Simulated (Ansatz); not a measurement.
System: spinel MgAl2O4. Method: LDA (plane waves, PAW; Ansatz, a quantum-chemistry and plane-wave program).

Numerical settings: plane-wave cutoff 520 eV, 8×8×8 k mesh, Fermi–Dirac smearing 0.01 eV, scalar-relativistic PAW data made under PBE.

Cell (measured lattice):

```yaml
crystal:
  lattice:
    - [0.00000, 4.04160, 4.04160]
    - [4.04160, 0.00000, 4.04160]
    - [4.04160, 4.04160, 0.00000]
  atoms:
    - { symbol: Mg, position: [0.00000, 0.00000, 0.00000] }
    - { symbol: Mg, position: [0.25000, 0.25000, 0.25000] }
    - { symbol: Al, position: [0.62500, 0.12500, 0.62500] }
    - { symbol: Al, position: [0.12500, 0.62500, 0.62500] }
    - { symbol: Al, position: [0.62500, 0.62500, 0.12500] }
    - { symbol: Al, position: [0.62500, 0.62500, 0.62500] }
    - { symbol: O, position: [0.38730, 0.83810, 0.38730] }
    - { symbol: O, position: [0.41190, 0.86270, 0.86270] }
    - { symbol: O, position: [0.38730, 0.38730, 0.83810] }
    - { symbol: O, position: [0.86270, 0.41190, 0.86270] }
    - { symbol: O, position: [0.38730, 0.38730, 0.38730] }
    - { symbol: O, position: [0.86270, 0.86270, 0.86270] }
    - { symbol: O, position: [0.83810, 0.38730, 0.38730] }
    - { symbol: O, position: [0.86270, 0.86270, 0.41190] }
```

### Question
Give the computed band gap and smallest direct gap on the k points sampled.

### Answer

- band gap: 5.33 eV
- smallest direct gap on the k points sampled: 5.34 eV

Measured, for comparison: band gap 7.8 eV (temperature not stated, no zero-point or thermal correction; as tabulated in Neo et al. (2023), doi:10.1002/gch2.202200236). Computed (rounded) less measured: band gap -2.47 eV.

Note: cell and atoms aren't relaxed at this level (largest force component 0.37 eV/Å, pressure -5.2 GPa).
